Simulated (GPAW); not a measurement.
# CuO (P4_2/mmc) in GPAW: notebook

Aim: see how the results for CuO move with the level of theory and the settings. Levels: LDA, PBE, r2SCAN, AM05. Tasks: band structure.

All numbers are computed with GPAW 26.7.0; they aren't measurements. Logs are shortened: lines on timing, memory, paths and dates and some standing lists are left out, and cuts for length are marked. The log counts tension as positive stress, the text compression.

**1. The crystal as given**

Symmetry: P4_2/mmc, No. 131, tetragonal system. The conventional cell has a = 3.422 Å, b = 3.422 Å, c = 4.260 Å, α = 90.00°, β = 90.00°, γ = 90.00°. Around Cu (site symmetry mmm) lie 4 O at 2.02 Å. O (site symmetry -4m2) has 4 Cu at 2.02 Å and 2 O at 2.13 Å as nearest neighbours.

Measurements of this composition are mostly on another form, of space group No. 15.

**2. Band structure, LDA**

Input file run.py:

```python
from ase import Atoms
from ase.dft.bandgap import bandgap
from ase.io import write
from ase.units import GPa
from gpaw import GPAW, PW

atoms = Atoms(['Cu', 'Cu', 'O', 'O'],
              cell=[[3.42205097, 0.0, 0.0],
                    [0.0, 3.42205097, 0.0],
                    [0.0, 0.0, 4.26046148]],
              scaled_positions=[[0.0, 0.5, 0.0],
                                [0.5, 0.0, 0.5],
                                [0.0, 0.0, 0.25],
                                [0.0, 0.0, 0.75]],
              pbc=True)

calc = GPAW(mode=PW(800),
            xc='LDA',
            kpts={'size': (6, 6, 5), 'gamma': True},
            occupations={'name': 'fermi-dirac', 'width': 0.05},
            nbands=33,
            convergence={'density': 1e-05, 'energy': 1e-05},
            maxiter=150,
            txt='gpaw.txt')
atoms.calc = calc
energy = atoms.get_potential_energy()
forces = atoms.get_forces()
stress = atoms.get_stress()
calc.write('gs.gpw')
write('result.traj', atoms)
print(f'Energy: {energy:.6f} eV')
print('Forces (eV/A):')
print(forces.round(4))
print('Stress (GPa):', (stress / GPa).round(3))
print('Fermi level:', round(calc.get_fermi_level(), 4), 'eV')
print(f'Gap: {bandgap(calc)[0]:.4f} eV, direct: {bandgap(calc, direct=True)[0]:.4f} eV')

path = atoms.cell.bandpath('GXMGZRAZ,XR,MA', npoints=80, eps=1e-4)
bs_calc = calc.fixed_density(kpts=path, symmetry='off', nbands=47,
                             convergence={'bands': 'CBM+6.0', 'eigenstates': 1e-6}, txt='bands.txt')
bs = bs_calc.band_structure()
bs.write('bs.json')
print(f'Gap on the path: {bandgap(bs_calc)[0]:.4f} eV')
```

Potentials or basis: the program's PAW data sets (release 1.2.1) made for this functional, pw.

Run with:

```
$ OMP_NUM_THREADS=1 python run.py
```

gpaw.txt:

```text
__  _  _
 | _ |_)|_||  |
 |__||  | ||/\| - 26.7.0

Input parameters:
  mode=PW(ecut=800.0),
  convergence={'density': 1e-05, 'energy': 1e-05},
  kpts=MonkhorstPack(size=(6, 6, 5), gamma=True),
  maxiter=150,
  nbands=33,
  occupations=Occupations(name='fermi-dirac', width=0.05),
  xc=XC(name='LDA')

Diagonalizing LCAO Hamiltonian
Converting LCAO to pw mode
   .-------.
  /|       |
 * |       |
 O |       |
 | |       |
 | .-Cu----.
 OCu      /
 *-------*

Atoms  # Å, Bohr magnetons
|   | symbol |        x |        y |        z |    initial magnetic moments |
|---|--------|----------|----------|----------|-----------------------------|
| 0 |     Cu | 0.000000 | 1.711025 | 0.000000 | ( 0.0000,  0.0000,  0.0000) |
| 1 |     Cu | 1.711025 | 0.000000 | 2.130231 | ( 0.0000,  0.0000,  0.0000) |
| 2 |      O | 0.000000 | 0.000000 | 1.065115 | ( 0.0000,  0.0000,  0.0000) |
| 3 |      O | 0.000000 | 0.000000 | 3.195346 | ( 0.0000,  0.0000,  0.0000) |

Unit cell  # Å
| periodic |        x |        y |        z |  lengths |    angles |
|----------|----------|----------|----------|----------|-----------|
|      yes | 3.422051 | 0.000000 | 0.000000 | 3.422051 | 90.000000 |
|      yes | 0.000000 | 3.422051 | 0.000000 | 3.422051 | 90.000000 |
|      yes | 0.000000 | 0.000000 | 4.260461 | 4.260461 | 90.000000 |

Number of symmetries: 8
Symmetry operations  # r_c * U_cc + t_c -> r_c
|   | kind |            matrix            |
|---|------|------------------------------|
| 0 |  E   |  1, 0, 0,  0, 1, 0,  0, 0, 1 |
| 1 |  σ   |  1, 0, 0,  0, 1, 0,  0, 0,-1 |
| 2 |  σ   |  1, 0, 0,  0,-1, 0,  0, 0, 1 |
| 3 |  C2  |  1, 0, 0,  0,-1, 0,  0, 0,-1 |
| 4 |  σ   | -1, 0, 0,  0, 1, 0,  0, 0, 1 |
| 5 |  C2  | -1, 0, 0,  0, 1, 0,  0, 0,-1 |
| 6 |  C2  | -1, 0, 0,  0,-1, 0,  0, 0, 1 |
| 7 |  i   | -1, 0, 0,  0,-1, 0,  0, 0,-1 |

BZ-sampling:
  Number of BZ points: 180
  Number of IBZ points: 48

  Monkhorst-Pack size: [6, 6, 5]
  Monkhorst-Pack shift: [0.08333333333333333, 0.08333333333333333, 0.0]

K-points  # in reciprocal-cell coordinates
|     |                                coordinates |     weight |
|-----|--------------------------------------------|------------|
|   0 | (  0.00000000,   0.00000000,   0.00000000) | 0.00555556 |
|   1 | (  0.00000000,   0.00000000,   0.20000000) | 0.01111111 |
|   2 | (  0.00000000,   0.00000000,   0.40000000) | 0.01111111 |
|   3 | (  0.00000000,   0.16666667,   0.00000000) | 0.01111111 |
|   4 | (  0.00000000,   0.16666667,   0.20000000) | 0.02222222 |
|   5 | (  0.00000000,   0.16666667,   0.40000000) | 0.02222222 |
|   6 | (  0.00000000,   0.33333333,   0.00000000) | 0.01111111 |
|   7 | (  0.00000000,   0.33333333,   0.20000000) | 0.02222222 |
|   8 | (  0.00000000,   0.33333333,   0.40000000) | 0.02222222 |
|   9 | (  0.00000000,   0.50000000,   0.00000000) | 0.00555556 |
| ... |                                            |            |
|  47 | (  0.50000000,   0.50000000,   0.40000000) | 0.01111111 |

Plane wave coefficients: 2584
Cutoff: 800.0 eV

Spin-components: 1 (collinear spins)
Bands:           33
Projectors:      22
Spin-degeneracy: 2
Datatype:        complex128

Parallelization:
  kpt:    1
  domain: 1
  band:   1

Density:
  Valence electrons: 34.0
  Components: 1
  Grid points: [24 24 28]
  Charge: 0.0  # |e|

Potential:
  Grid points: [24 24 28]

species:
  Cu:
    name:    Copper
    Z:       29.0
    valence: 11
    core:    18
    charge:  0.0  # [|e|]
    compensation charges:
      type: gauss
      rc: 0.33  # [Å]
      lmax: 2
    cutoffs:
      filter: 2.06  # [Å]
      core: 2.43  # [Å]
    projectors
    | kind |    occ | energy [eV] | rcut [Å] |
    |------|--------|-------------|----------|
    |   4s |  1.000 |      -4.857 |    1.164 |
    |   4p |  0.000 |      -0.783 |    1.164 |
    |   3d | 10.000 |      -5.324 |    1.058 |
    |    s |        |      22.354 |    1.164 |
    |    p |        |      26.429 |    1.164 |
    |    d |        |      21.887 |    1.058 |

    Using partial waves for Cu as LCAO basis

  O:
    name:    Oxygen
    Z:       8.0
    valence: 6
    core:    2
    charge:  0.0  # [|e|]
    compensation charges:
      type: gauss
      rc: 0.21  # [Å]
      lmax: 2
    cutoffs:
      filter: 1.17  # [Å]
      core: 0.83  # [Å]
    projectors
    | kind |    occ | energy [eV] | rcut [Å] |
    |------|--------|-------------|----------|
    |   2s |  2.000 |     -23.752 |    0.688 |
    |   2p |  4.000 |      -9.195 |    0.598 |
    |    s |        |       3.459 |    0.688 |
    |    p |        |      18.016 |    0.598 |
    |    d |        |       0.000 |    0.619 |

    Using partial waves for O as LCAO basis

Reference energy: -93958.010232  # eV

eigensolver:
  PPCG
  Converge bands: occupied
  niter=2

density mixing:
  MSR1-Mixer
  Pratt-step length: 0.05
  Maximum mixing coefficient: 0.75
  Old densities: 10
  SVD Regularization: 0.005
  Good broyden scale: 1.0
  Trust region scale: 1.0
  Backstep threshold: 4.0
  History deletion threshold: 6.0
  Fourier metric: weight=20.0, sigma=0.015

occupation numbers:
  Fermi-Dirac:
    width: 0.0500  # eV

poisson solver:
  ecut: 6400.0  # eV

xc functional:
  name: None

convergence criteria:
- Maximum integral of absolute [dens]ity change: 1e-05 electrons / valence electron
- Maximum [total energy] change in last 3 cyles: 1e-05 eV / valence electron
- Maximum integral of absolute [eigenst]ate change: 4e-08 eV^2 / valence electron
maximum number of iterations: 150

SCF iterations
|iter     | |      energy | eigst |  dens |
|---------|-|-------------|-------|-------|
|iter:   1| |  -28.426765 | +0.22 |       |
|iter:   2| |  -25.108406 | -1.53 | -0.84 |
|iter:   3| |  -22.168525 | -0.96 | -0.97 |
|iter:   4| |  -21.935734 | -2.33 | -1.44 |
|iter:   5| |  -21.880872 | -3.12 | -1.71 |
|iter:   6| |  -21.908990 | -3.04 | -2.32 |
|iter:   7| |  -21.876477 | -3.29 | -2.01 |
|iter:   8| |  -21.876140 | -5.21 | -2.83 |
|iter:   9| |  -21.876063 | -5.57 | -3.13 |
|iter:  10| |  -21.876061c| -7.20 | -3.90 |
|iter:  11| |  -21.876061c| -8.37c| -4.52 |
|iter:  12| |  -21.876061c| -8.62c| -5.18c|

Converged in 12 steps
Energy contributions relative to reference atoms: (reference = -93958.010232)

Energy contributions:
  Kinetic:         -11.181293
  Coulomb:           3.340195
  Zero:              0.543479
  External:          0.000000
  Xc:              -14.569238
  Entropy:          -0.018409
  Spinorbit:         0.000000
  ----------------------------
  Free energy:     -21.885266
  Extrapolated:    -21.876061

dipole moment: (-26.669097, -26.669097, -9.243223)  # |e|*Ang

Fermi level: 4.162
Eigenvalues  # (at kpt = [0.000, 0.000, 0.000])
| band index |      eig [eV] | occ [0-2] |
|------------|---------------|-----------|
|          0 |       -15.585 |     2.000 |
|        ... |               |           |
|          7 |         0.558 |     2.000 |
|          8 |         1.423 |     2.000 |
|          9 |         1.685 |     2.000 |
|         10 |         1.881 |     2.000 |
|         11 |         1.980 |     2.000 |
|         12 |         1.980 |     2.000 |
[... 8 lines left out ...]
|         21 |        13.703 |     0.000 |
|         22 |        15.317 |     0.000 |
|        ... |               |           |
|         32 |        27.523 |     0.000 |

No gap
No difference between direct/indirect transitions

Forces  # eV/Ang
|        x |       y |        z |
|----------|---------|----------|
| -0.00000 | 0.00000 |  0.00000 |  # Cu   0
|  0.00000 | 0.00000 |  0.00000 |  # Cu   1
|  0.00000 | 0.00000 | -0.00001 |  # O    2
|  0.00000 | 0.00000 |  0.00001 |  # O    3

Stress tensor  # eV/Ang^3
|        x |        y |         z |
|----------|----------|-----------|
| 0.153593 | 0.000000 |  0.000000 |
| 0.000000 | 0.153593 |  0.000000 |
| 0.000000 | 0.000000 | -0.059502 |

# Writing to gs.gpw (mode='')
```

Wall time 4.1 min (1 thread of Intel Xeon Platinum 8259CL at 2.50GHz (Skylake/Cascade Lake), shared host); peak memory 0.48 GiB.

Results:

* Free energy: -21.8853 eV
* Pressure: -13.2 GPa
* Band gap along the path: none (metal or under the smearing width)

Stress tensor (GPa, compression positive):
```
-24.61   0.00   0.00
  0.00 -24.61   0.00
  0.00   0.00   9.53
```

Levels at the corners of the path, in eV from the Fermi level:
```tsv
point	band 14	band 15	band 16	band 17	band 18	band 19	band 20	band 21
Γ	-2.15	-1.18	0.46	0.53	0.71	0.71	6.14	7.10
X	-1.72	-1.67	-1.66	0.61	0.97	3.84	4.06	6.42
M	-1.99	-1.77	-1.42	-1.42	0.83	1.34	7.81	7.81
Γ	-2.15	-1.18	0.46	0.53	0.71	0.71	6.14	7.10
Z	-1.83	-1.58	-1.58	0.00	0.00	2.25	2.25	9.64
R	-2.07	-1.81	-1.70	-0.68	0.48	3.94	5.15	5.85
A	-1.71	-1.51	-1.51	-1.12	-1.12	3.57	3.57	8.24
Z	-1.83	-1.58	-1.58	0.00	0.00	2.25	2.25	9.64
X	-1.72	-1.67	-1.66	0.61	0.97	3.84	4.06	6.42
R	-2.07	-1.81	-1.70	-0.68	0.48	3.94	5.15	5.85
M	-1.99	-1.77	-1.42	-1.42	0.83	1.34	7.81	7.81
A	-1.71	-1.51	-1.51	-1.12	-1.12	3.57	3.57	8.24
```

Caveat: with this Cu data set, volumes or pressures lay over 1.5 % or 2 GPa off other programs in two to four cells of ten; the run has no spin polarisation, though such a crystal can be magnetic; semilocal functionals often make such compounds metallic where correlation or magnetic order opens a gap, which also shifts bond lengths.

**3. Band structure, PBE**

run.py: that of step 2 with these lines changed.

```diff
@@ -17,3 +17,3 @@
 calc = GPAW(mode=PW(800),
-            xc='LDA',
+            xc='PBE',
             kpts={'size': (6, 6, 5), 'gamma': True},
```

Potentials or basis: GPAW PAW data sets (gpaw-data 1.2.1), pw.

Run with:

```
$ OMP_NUM_THREADS=1 python run.py
```

gpaw.txt:

```text
__  _  _
 | _ |_)|_||  |
 |__||  | ||/\| - 26.7.0

Input parameters:
  mode=PW(ecut=800.0),
  convergence={'density': 1e-05, 'energy': 1e-05},
  kpts=MonkhorstPack(size=(6, 6, 5), gamma=True),
  maxiter=150,
  nbands=33,
  occupations=Occupations(name='fermi-dirac', width=0.05),
  xc=XC(name='PBE')

Diagonalizing LCAO Hamiltonian
Converting LCAO to pw mode
   .-------.
  /|       |
 * |       |
 O |       |
 | |       |
 | .-Cu----.
 OCu      /
 *-------*

Atoms  # Å, Bohr magnetons
|   | symbol |        x |        y |        z |    initial magnetic moments |
|---|--------|----------|----------|----------|-----------------------------|
| 0 |     Cu | 0.000000 | 1.711025 | 0.000000 | ( 0.0000,  0.0000,  0.0000) |
| 1 |     Cu | 1.711025 | 0.000000 | 2.130231 | ( 0.0000,  0.0000,  0.0000) |
| 2 |      O | 0.000000 | 0.000000 | 1.065115 | ( 0.0000,  0.0000,  0.0000) |
| 3 |      O | 0.000000 | 0.000000 | 3.195346 | ( 0.0000,  0.0000,  0.0000) |

Unit cell  # Å
| periodic |        x |        y |        z |  lengths |    angles |
|----------|----------|----------|----------|----------|-----------|
|      yes | 3.422051 | 0.000000 | 0.000000 | 3.422051 | 90.000000 |
|      yes | 0.000000 | 3.422051 | 0.000000 | 3.422051 | 90.000000 |
|      yes | 0.000000 | 0.000000 | 4.260461 | 4.260461 | 90.000000 |

Number of symmetries: 8
Symmetry operations  # r_c * U_cc + t_c -> r_c
|   | kind |            matrix            |
|---|------|------------------------------|
| 0 |  E   |  1, 0, 0,  0, 1, 0,  0, 0, 1 |
| 1 |  σ   |  1, 0, 0,  0, 1, 0,  0, 0,-1 |
| 2 |  σ   |  1, 0, 0,  0,-1, 0,  0, 0, 1 |
| 3 |  C2  |  1, 0, 0,  0,-1, 0,  0, 0,-1 |
| 4 |  σ   | -1, 0, 0,  0, 1, 0,  0, 0, 1 |
| 5 |  C2  | -1, 0, 0,  0, 1, 0,  0, 0,-1 |
| 6 |  C2  | -1, 0, 0,  0,-1, 0,  0, 0, 1 |
| 7 |  i   | -1, 0, 0,  0,-1, 0,  0, 0,-1 |

BZ-sampling:
  Number of BZ points: 180
  Number of IBZ points: 48

  Monkhorst-Pack size: [6, 6, 5]
  Monkhorst-Pack shift: [0.08333333333333333, 0.08333333333333333, 0.0]

K-points  # in reciprocal-cell coordinates
|     |                                coordinates |     weight |
|-----|--------------------------------------------|------------|
|   0 | (  0.00000000,   0.00000000,   0.00000000) | 0.00555556 |
|   1 | (  0.00000000,   0.00000000,   0.20000000) | 0.01111111 |
|   2 | (  0.00000000,   0.00000000,   0.40000000) | 0.01111111 |
|   3 | (  0.00000000,   0.16666667,   0.00000000) | 0.01111111 |
|   4 | (  0.00000000,   0.16666667,   0.20000000) | 0.02222222 |
|   5 | (  0.00000000,   0.16666667,   0.40000000) | 0.02222222 |
|   6 | (  0.00000000,   0.33333333,   0.00000000) | 0.01111111 |
|   7 | (  0.00000000,   0.33333333,   0.20000000) | 0.02222222 |
|   8 | (  0.00000000,   0.33333333,   0.40000000) | 0.02222222 |
|   9 | (  0.00000000,   0.50000000,   0.00000000) | 0.00555556 |
| ... |                                            |            |
|  47 | (  0.50000000,   0.50000000,   0.40000000) | 0.01111111 |

Plane wave coefficients: 2584
Cutoff: 800.0 eV

Spin-components: 1 (collinear spins)
Bands:           33
Projectors:      22
Spin-degeneracy: 2
Datatype:        complex128

Parallelization:
  kpt:    1
  domain: 1
  band:   1

Density:
  Valence electrons: 34.0
  Components: 1
  Grid points: [24 24 28]
  Charge: 0.0  # |e|

Potential:
  Grid points: [24 24 28]

species:
  Cu:
    name:    Copper
    Z:       29.0
    valence: 11
    core:    18
    charge:  0.0  # [|e|]
    compensation charges:
      type: gauss
      rc: 0.33  # [Å]
      lmax: 2
    cutoffs:
      filter: 2.06  # [Å]
      core: 2.43  # [Å]
    projectors
    | kind |    occ | energy [eV] | rcut [Å] |
    |------|--------|-------------|----------|
    |   4s |  1.000 |      -4.609 |    1.164 |
    |   4p |  0.000 |      -0.698 |    1.164 |
    |   3d | 10.000 |      -5.039 |    1.058 |
    |    s |        |      22.603 |    1.164 |
    |    p |        |      26.513 |    1.164 |
    |    d |        |      22.172 |    1.058 |

    Using partial waves for Cu as LCAO basis

  O:
    name:    Oxygen
    Z:       8.0
    valence: 6
    core:    2
    charge:  0.0  # [|e|]
    compensation charges:
      type: gauss
      rc: 0.21  # [Å]
      lmax: 2
    cutoffs:
      filter: 1.17  # [Å]
      core: 0.83  # [Å]
    projectors
    | kind |    occ | energy [eV] | rcut [Å] |
    |------|--------|-------------|----------|
    |   2s |  2.000 |     -23.961 |    0.688 |
    |   2p |  4.000 |      -9.029 |    0.598 |
    |    s |        |       3.251 |    0.688 |
    |    p |        |      18.182 |    0.598 |
    |    d |        |       0.000 |    0.619 |

    Using partial waves for O as LCAO basis

Reference energy: -94124.608285  # eV

eigensolver:
  PPCG
  Converge bands: occupied
  niter=2

density mixing:
  MSR1-Mixer
  Pratt-step length: 0.05
  Maximum mixing coefficient: 0.75
  Old densities: 10
  SVD Regularization: 0.005
  Good broyden scale: 1.0
  Trust region scale: 1.0
  Backstep threshold: 4.0
  History deletion threshold: 6.0
  Fourier metric: weight=20.0, sigma=0.015

occupation numbers:
  Fermi-Dirac:
    width: 0.0500  # eV

poisson solver:
  ecut: 6400.0  # eV

xc functional:
  name: PBE with 2 nearest neighbor stencil

convergence criteria:
- Maximum integral of absolute [dens]ity change: 1e-05 electrons / valence electron
- Maximum [total energy] change in last 3 cyles: 1e-05 eV / valence electron
- Maximum integral of absolute [eigenst]ate change: 4e-08 eV^2 / valence electron
maximum number of iterations: 150

SCF iterations
|iter     | |      energy | eigst |  dens |
|---------|-|-------------|-------|-------|
|iter:   1| |  -25.320014 | +0.12 |       |
|iter:   2| |  -21.971778 | -1.70 | -0.84 |
|iter:   3| |  -18.886047 | -1.12 | -0.96 |
|iter:   4| |  -18.622815 | -2.43 | -1.41 |
|iter:   5| |  -18.588083 | -3.03 | -1.71 |
|iter:   6| |  -18.607093 | -3.45 | -2.37 |
|iter:   7| |  -18.584720 | -3.67 | -2.08 |
|iter:   8| |  -18.584540 | -5.55 | -2.82 |
|iter:   9| |  -18.584525c| -5.60 | -3.09 |
|iter:  10| |  -18.584525c| -7.49c| -4.06 |
|iter:  11| |  -18.584526c| -8.26c| -4.50 |
|iter:  12| |  -18.584526c| -8.92c| -5.26c|

Converged in 12 steps
Energy contributions relative to reference atoms: (reference = -94124.608285)

Energy contributions:
  Kinetic:          -4.762715
  Coulomb:          -2.071157
  Zero:              0.593087
  External:          0.000000
  Xc:              -12.334576
  Entropy:          -0.018330
  Spinorbit:         0.000000
  ----------------------------
  Free energy:     -18.593691
  Extrapolated:    -18.584526

dipole moment: (-26.663812, -26.663813, -9.186858)  # |e|*Ang

Fermi level: 4.636
Eigenvalues  # (at kpt = [0.000, 0.000, 0.000])
| band index |      eig [eV] | occ [0-2] |
|------------|---------------|-----------|
|          0 |       -15.391 |     2.000 |
|        ... |               |           |
|          7 |         1.040 |     2.000 |
|          8 |         1.897 |     2.000 |
|          9 |         2.154 |     2.000 |
|         10 |         2.333 |     2.000 |
|         11 |         2.440 |     2.000 |
|         12 |         2.440 |     2.000 |
[... 8 lines left out ...]
|         21 |        14.310 |     0.000 |
|         22 |        15.887 |     0.000 |
|        ... |               |           |
|         32 |        28.150 |     0.000 |

No gap
No difference between direct/indirect transitions

Forces  # eV/Ang
|       x |       y |        z |
|---------|---------|----------|
| 0.00000 | 0.00000 |  0.00000 |  # Cu   0
| 0.00000 | 0.00000 |  0.00000 |  # Cu   1
| 0.00000 | 0.00000 | -0.00002 |  # O    2
| 0.00000 | 0.00000 |  0.00002 |  # O    3

Stress tensor  # eV/Ang^3
|        x |        y |         z |
|----------|----------|-----------|
| 0.084146 | 0.000000 |  0.000000 |
| 0.000000 | 0.084147 |  0.000000 |
| 0.000000 | 0.000000 | -0.137096 |

# Writing to gs.gpw (mode='')
```

Wall time 3.5 min (1 thread of Intel Xeon Platinum 8259CL at 2.50GHz (Skylake/Cascade Lake), shared host); peak memory 0.49 GiB.

Results:

```yaml
Free_energy: -18.5937 eV
Pressure: -1.7 GPa
Band_gap_along_the_path: none (metal or under the smearing width)
```

Levels at the corners of the path, in eV from the Fermi level:
```csv
point,band 14,band 15,band 16,band 17,band 18,band 19,band 20,band 21
Γ,-2.17,-1.20,0.44,0.54,0.71,0.71,6.16,7.23
X,-1.74,-1.68,-1.68,0.60,0.96,3.84,4.14,6.53
M,-2.02,-1.75,-1.43,-1.43,0.86,1.33,7.92,7.92
Γ,-2.17,-1.20,0.44,0.54,0.71,0.71,6.16,7.23
Z,-1.85,-1.60,-1.60,0.01,0.01,2.29,2.29,9.81
R,-2.09,-1.80,-1.72,-0.69,0.48,3.95,5.18,5.95
A,-1.72,-1.54,-1.54,-1.11,-1.11,3.60,3.60,8.35
Z,-1.85,-1.60,-1.60,0.01,0.01,2.29,2.29,9.81
X,-1.74,-1.68,-1.68,0.60,0.96,3.84,4.14,6.53
R,-2.09,-1.80,-1.72,-0.69,0.48,3.95,5.18,5.95
M,-2.02,-1.75,-1.43,-1.43,0.86,1.33,7.92,7.92
A,-1.72,-1.54,-1.54,-1.11,-1.11,3.60,3.60,8.35
```

Caveat: with this Cu data set, volumes or pressures lay over 1.5 % or 2 GPa off other programs in two to four cells of ten; the run has no spin polarisation, though such a crystal can be magnetic; semilocal functionals often make such compounds metallic where correlation or magnetic order opens a gap, which also shifts bond lengths.

(Continued in part 2 of 2.)
